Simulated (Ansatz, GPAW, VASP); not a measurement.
# Ge: 4 runs at one level of theory

```xyz
2
Lattice="0.0000 2.8289 2.8289 2.8289 0.0000 2.8289 2.8289 2.8289 0.0000" Properties=species:S:1:pos:R:3 pbc="T T T"
Ge    4.2434    4.2434    4.2434
Ge    2.8289    2.8289    2.8289
```

Alike in all runs: task single point; functional PBE; k mesh 8 × 8 × 8; occupations gaussian, width 0.017 eV; no spin polarisation; no spin-orbit coupling. Pressure is positive in compression and, in plane waves, holds the error of the finite cutoff, which Ansatz's Pulay term estimates and takes out.

```
                        program and potentials  plane-wave cutoff (eV)                                                                      notes  band gap (eV)  pressure (GPa)
                            Ansatz, Ansatz PAW                     420  14 valence electrons an atom on average; Pulay term of +0.03 GPa included           0.03            3.57
              VASP, PBE PAW files Ge_d, 520 eV                     520                                    14 valence electrons an atom on average           0.03            3.48
    GPAW, GPAW PAW data sets (gpaw-data 1.2.1)                     600                                     4 valence electrons an atom on average           0.09            3.84
Ansatz, all-electron LAPW, scalar-relativistic                       -                                                                          -           0.04            3.56
```

The band gap spans 0.03 (Ansatz, Ansatz PAW) to 0.09 eV (GPAW, GPAW PAW data sets (gpaw-data 1.2.1)), with all-electron results at 0.04. The pressure spans 3.48 (VASP, PBE PAW files Ge_d, 520 eV) to 3.84 GPa (GPAW, GPAW PAW data sets (gpaw-data 1.2.1)), with all-electron results at 3.56.

Differences between rows come from potentials, basis sets and numerical settings, since the functional is the same but for its coding. Runs on potential files found faulty are left out.

All four runs put germanium on the verge of losing its gap, whereas the real crystal is a clear, if narrow-gap, semiconductor. The likely cause is the semilocal functional, which lacks the derivative discontinuity and places the antibonding, s-like conduction state at the zone centre too low against the p-like valence top. The positive pressures show that PBE favours a larger cell than this one, which is close to the measured size, in line with its usual underbinding of such covalent solids. Expansion lowers that s-like state further, so relaxing the cell would probably close the gap altogether.

The two runs with 14 valence electrons lie closer to the all-electron gap and pressure than the one with 4. Freezing the shallow 3d shell may contribute, since it removes the p–d repulsion that raises the valence top and the shell's response to bonding, but other differences between the data sets could act the same way. The spread among programs is therefore no measure of the error against experiment.
